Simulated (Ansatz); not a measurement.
The system is Si2W.

```
CELL_PARAMETERS angstrom
-1.60690 1.60690 3.91495
1.60690 -1.60690 3.91495
1.60690 1.60690 -3.91495
ATOMIC_POSITIONS crystal
W 0.00000 0.00000 0.00000
Si 0.66530 0.66530 0.00000
Si 0.33470 0.33470 0.00000
```

Base run:

| Property | Result |
| --- | --- |
| Program | Ansatz 0.2.0 |
| Functional | BLYP |
| Potentials or basis | Ansatz PAW |
| Cutoff | 420 eV (not typed: the program's choice for these potentials) |
| k mesh | 12 × 12 × 12 |
| Occupations | fermi-dirac, width 0.05 eV |
| Spin | no spin polarisation |

Its results: band gap on the k mesh none (metal or under the smearing width); pressure 12.2 GPa.

Problem. The run is repeated on the same cell with these changes: functional from BLYP to revPBE. What comes out?

Solution. Band gap on the k mesh none (metal or under the smearing width); pressure 5.4 GPa.

Caveats: spin-orbit coupling is left out, which moves the levels of the heavy elements; the PAW data sets come from PBE, with cores solved anew for the run's functional, which leaves a small shift of forces and pressure.
